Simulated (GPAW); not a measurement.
Crystal: Pd.

```
CELL_PARAMETERS angstrom
0.00000 1.94650 1.94650
1.94650 0.00000 1.94650
1.94650 1.94650 0.00000
ATOMIC_POSITIONS crystal
Pd 0.00000 0.00000 0.00000
```

| Quantity | Value |
| --- | --- |
| Program | GPAW 26.7.0 |
| Task | relaxation of cell and atoms |
| Functional | PBEsol |
| Dispersion | D3 |
| Potentials or basis | PAW data sets generated in the run's folder for this functional |
| Cutoff | 600 eV |
| Basis | pw |
| k mesh | 12 × 12 × 12 |
| Occupations | fermi-dirac, width 0.05 eV |
| Spin | no spin polarisation |

At the start: pressure -8.5 GPa; volume 14.75 Å³/atom.

Question: Where does the relaxation end?

Answer: Over 3 steps the energy falls by 17.9 meV/atom and the volume is 14.12 Å³/atom (-4.3 %); space group Fm-3m (No. 225, to 0.05 Å).

The path:
```csv
step,energy change (eV),largest force (eV/Å),pressure (GPa),volume (Å³)
1,0.0000,0.0000,-8.55,14.75
2,-0.0170,0.0000,-2.01,14.26
3,-0.0179,0.0000,0.17,14.12
```

Final structure:
```cif
data_structure
_symmetry_space_group_name_H-M 'P 1'
_symmetry_Int_Tables_number 1
_cell_length_a 2.7130
_cell_length_b 2.7130
_cell_length_c 2.7130
_cell_angle_alpha 60.000
_cell_angle_beta 60.000
_cell_angle_gamma 60.000
_cell_volume 14.12
loop_
_atom_site_label
_atom_site_type_symbol
_atom_site_fract_x
_atom_site_fract_y
_atom_site_fract_z
_atom_site_occupancy
Pd1 Pd 0.00000 0.00000 0.00000 1
```

Caveat: later steps reuse the first step's grids; pairwise dispersion overbinds metals, which lowers pressure and volume.
